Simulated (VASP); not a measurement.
**GaP (F-43m): a series in uniaxial stress along [001]**

Wanted: the response of GaP to uniaxial stress along [001], as a table, with a fit that predicts a row left out.

Main program and level: VASP 6.6.1; LDA; plane waves and PAW (Ga_d, P), in the first sound run; inputs show where later runs differ.

This is a report of a sequence of runs, with most program output left out.

## 1. Set-up

Symmetry: F-43m, No. 216, cubic system. Conventional cell: a = 5.451 Å, b = 5.451 Å, c = 5.451 Å, α = 90.00°, β = 90.00°, γ = 90.00°. Ga has 4 P at 2.36 Å nearest. Nearest to P lie 4 Ga at 2.36 Å. Farther neighbours are not listed.

As a file:

```xyz
2
Lattice="0.0000 2.7255 2.7255 2.7255 0.0000 2.7255 2.7255 2.7255 0.0000" Properties=species:S:1:pos:R:3 pbc="T T T"
Ga    0.0000    0.0000    0.0000
P     1.3627    1.3627    1.3627
```

## 2. Relax the crystal, LDA

The series starts from the cell that this level prefers, so that zero strain is near zero stress.

This step took 2 runs in a row; the last is shown.

Level: LDA; plane waves and PAW (Ga_d, P).

Contents of INCAR:

```
SYSTEM = GaP
PREC = Accurate
ENCUT = 450
EDIFF = 1E-07
NELM = 120
ISMEAR = 0
SIGMA = 0.02
LREAL = .FALSE.
ALGO = Normal
GGA = CA
NBANDS = 15
LASPH = .TRUE.
LORBIT = 11
LWAVE = .FALSE.
LCHARG = .FALSE.
KPAR = 16
IBRION = 2
NSW = 40
ISIF = 3
EDIFFG = -0.005
POTIM = 0.4
```

Contents of POSCAR:

```
GaP
1.0
    0.0000000000      2.6961434033      2.6961434033
    2.6961434033      0.0000000000      2.6961434033
    2.6961434033      2.6961434033      0.0000000000
Ga P
1 1
Direct
    0.0000000000      0.0000000000      0.0000000000
    0.2500000000      0.2500000000      0.2500000000
```

Contents of KPOINTS:

```
Automatic mesh
0
Gamma
10 10 10
0 0 0
```

Potentials, in the order of the species: Ga_d and P (LDA family, release 64).

Command:

```
$ mpirun -np 16 vasp_std
```

It took 3.4 s on 16 MPI ranks of Intel Xeon 6975P-C (Granite Rapids), shared host; peak memory 2.5 GiB.

Numbers from this step:

| Quantity | Value |
| --- | --- |
| energy(sigma→0) of the program | -10.4526 eV |
| stress, compression positive | xx, yy, zz -0.01, -0.01, -0.01 GPa |
| volume | 39.198 Å³ |
| ionic steps | 1 |

## 3. Strain across the axis, LDA

One member in full: the axis is strained by -2 %, and the two directions across it are strained alike until their mean stress is under 0.012 GPa or five steps are spent.

This step took 3 runs, each at a new trial strain with the atoms of the one before; the last is shown.

Level: LDA; plane waves and PAW (Ga_d, P); cell typed or built by script.

INCAR, as its differences from that of step 2:

```diff
@@ -15,7 +15,7 @@
 LCHARG = .FALSE.
-KPAR = 16
-IBRION = 2
-NSW = 40
-ISIF = 3
-EDIFFG = -0.005
-POTIM = 0.4
+KPAR = 4
+IBRION = 1
+NSW = 25
+ISIF = 2
+EDIFFG = -0.004
+POTIM = 0.3
```

Contents of POSCAR:

```
GaP
1.0
    0.0000000000      2.7133555450      2.6422205350
    2.7133555450      0.0000000000      2.6422205350
    2.7133555450      2.7133555450      0.0000000000
Ga P
1 1
Direct
    0.0000000000      0.0000000000      0.0000000000
    0.2500000000      0.2500000000      0.2500000000
```

KPOINTS is that of step 2.

Command:

```
$ mpirun -np 4 vasp_std
```

Run time: 9.4 s. Hardware: 4 MPI ranks; peak memory 0.65 GiB.

This run gave:

- energy(sigma→0) of the program: -10.4475 eV
- stress, compression positive: xx, yy, zz 0.00, 0.00, 1.98 GPa
- ionic steps: 1

## 4. Band edges, HSE06

Short lines in KPOINTS_OPT sample the zone centre along and across the axis, for masses, and the other valleys.

Level: HSE06; plane waves and PAW (Ga_d, P); cell typed or built by script.

Contents of INCAR:

```
SYSTEM = GaP
PREC = Accurate
ENCUT = 450
EDIFF = 1E-06
NELM = 100
ISMEAR = 0
SIGMA = 0.02
LREAL = .FALSE.
ALGO = Normal
LHFCALC = .TRUE.
AEXX = 0.25
GGA = PE
HFSCREEN = 0.2
LASPH = .TRUE.
NBANDS = 14
PRECFOCK = Fast
LWAVE = .FALSE.
LCHARG = .FALSE.
KPAR = 4
```

POSCAR is that of step 3.

Contents of KPOINTS:

```
Automatic mesh
0
Gamma
5 5 5
0 0 0
```

Contents of KPOINTS_OPT:

```
Line mode
6
Line-mode
Reciprocal
  0.00000000   0.00000000   0.00000000
  0.02102612   0.02102612   0.00000000

  0.00000000   0.00000000   0.00000000
  0.00000000  -0.02159220  -0.02159220

  0.31000000   0.31000000   0.00000000
  0.50000000   0.50000000   0.00000000

  0.00000000   0.31000000   0.31000000
  0.00000000   0.50000000   0.50000000

  0.45000000   0.45000000   0.45000000
  0.50000000   0.50000000   0.50000000

  0.45000000   0.00000000   0.00000000
  0.50000000   0.00000000   0.00000000

  0.42500000   0.42500000   0.00000000
  0.42500000   0.44659220   0.02159220

  0.50000000   0.50000000   0.50000000
  0.48473201   0.51526799   0.50000000
```

Command:

```
$ mpirun -np 4 vasp_std
```

The job ended after 4 min (4 MPI ranks; peak memory 1 GiB; 11 min of CPU time).

Read from the output:

* energy(sigma→0) of the program: -10.7820 eV

## 5. The whole series

Hybrid runs start from orbitals of a short LDA run, not shown.

Runs beyond LDA use the data sets made with LDA; this shifts their levels slightly, and their total energies have another zero.

The other members went through these steps as far as the tables show, with the same cutoff and, step by step, the same mesh; 35 runs are not shown. The session took 2.5 core hours (wall time by ranks) on a shared machine.

```tsv
strain along the axis (%)	strain across the axis (%)	stress along the axis, tension positive (GPa)	energy above the unstrained row (meV/atom)	gap on the mesh, LDA (eV)
-2.000	0.638	-1.976	2.554	1.129
-1.500	0.474	-1.495	1.460	1.197
-1.000	0.313	-1.006	0.672	1.265
-0.500	0.150	-0.510	0.188	1.334
0	0.000	0.006	0.000	1.402
0.500	-0.160	0.516	0.151	1.372
1.000	-0.312	1.041	0.604	1.343
1.500	-0.460	1.575	1.376	1.315
2.000	-0.600	2.121	2.469	1.288
```

Slopes at zero strain, from cubics through all rows: strain ratio -0.313, stress over strain 102 GPa.

Band edges at HSE06, counted from the valence-band top at Γ, with one row partly withheld:

```tsv
strain along the axis (%)	gap (eV)	conduction band at Γ (eV)	Δ or X valley along z (eV)	Δ or X valley along x (eV)	lowest conduction level at L, [111] (eV)	lowest conduction level at L, [-111] (eV)	second valence level below the top (eV)	third valence level below the top (eV)
-2.000	1.945	3.071	1.944	2.180	2.541	2.541	0.155	0.155
-1.500	2.014	3.082	2.013	2.190	2.568	2.568	0.117	0.117
-1.000	?	3.092	?	2.200	2.593	2.593	0.078	0.078
-0.500	2.153	3.103	2.149	2.206	2.616	2.616	0.039	0.039
0	2.221	3.111	2.217	2.217	2.637	2.637	0.000	0.000
0.500	2.192	3.081	2.245	2.188	2.616	2.616	0.000	0.040
1.000	2.163	3.049	2.276	2.160	2.592	2.592	0.000	0.081
1.500	2.135	3.015	2.302	2.132	2.566	2.566	0.000	0.121
2.000	2.107	2.980	2.328	2.105	2.537	2.537	0.000	0.162
```

Conduction masses, in electron masses:

```tsv
strain along the axis (%)	conduction mass at Γ, along the strain axis or the normal of the plane	conduction mass at Γ, across the strain axis or in the plane	L [111] mass, longitudinal	L [111] mass, transverse along [1-10]
-2.000	0.148	0.145	1.696	0.132
-1.500	0.147	0.145	1.692	0.134
-1.000	0.146	0.145	1.683	0.136
-0.500	0.145	0.145	1.700	0.139
0	0.144	0.144	1.706	0.142
0.500	0.144	0.144	1.696	0.144
1.000	0.142	0.143	1.701	0.148
1.500	0.141	0.143	1.679	0.150
2.000	0.140	0.142	1.651	0.153
```

## 6. Working out the slope

The quantity to fit is the splitting of the Δ or X valleys (z less x) at HSE06: -0.236, -0.177, -0.056, 0.000, 0.057, 0.116, 0.170, 0.223 eV in the rows shown.

Fitting a parabola to the 8 known rows (d: strain along the axis less the strain across it, in %) gives E = − 7.91e-4 d² + 0.08797 d + 4.26e-4 in eV; the residuals are 0.0011 eV r.m.s.

At d = -1.313 this predicts -0.1164 eV.

## 7. The withheld row

The calculation gives -0.1192 eV, so the prediction is 0.0028 eV too high, more than twice the residual of the fit.

The splitting is Ξu times d, with d as a fraction, so the linear term gives Ξu = 8.8 eV.

## 8. Outcome

```json
{"Poisson ratio": "0.313", "Young's modulus along the axis": "102 GPa", "gap of the unstrained cell, HSE06": "2.22 eV", "shear deformation potential Ξu of the Δ or X valleys": "8.8 eV", "error of the predicted row": "2.8 meV", "valence shear potential |b|, HSE06": "2.02 eV"}
```

**Reading.** As a check, the curvature of the energy gives 103 GPa for the same modulus (energy per volume = E/2 × strain²), 1 % from the slope of the stress. At HSE06 the lowest conduction valley is Δ or X throughout, and the gap runs between 1.95 and 2.22 eV. Without spin-orbit coupling the three valence levels split by 3|b| times the difference of the strains; the rows within 1 % give |b| = 2.02 eV. Hole masses are left out throughout, since the top bands are degenerate or cross in many series; of conduction masses, those of the Γ, L and (for Si and Ge under (001) strain) Δ valleys are kept where they change by under an eighth between rows. HSE06 ran on a coarser mesh than the semilocal levels. Spin-orbit coupling is left out at HSE06, so the valence splittings there lack it. Δ or X levels are the lowest on their line, refined by a parabola unless they lie at X; the gap is read from all points sampled and can differ from the lowest valley by some meV, or by tens of meV where strain moves the valence top off Γ. Temperature, zero-point motion and excitons are left out.

[Lines on the potential files, build, host, timing and source positions are cut from VASP's logs without a mark.]

[Logs are printed without paths, hosts, clocks, repeated set-up lines and the standing remarks that a program may print on its own settings, such as how far it seeks lower states.]

[Hosts, paths, dates, database ids (printed as entryN), source tags and the programs' standing remarks are cut or masked in the printed files.]

[In band tables of VASP the shares of atoms and orbitals are scaled to a sum of 1 inside the atoms' spheres.]
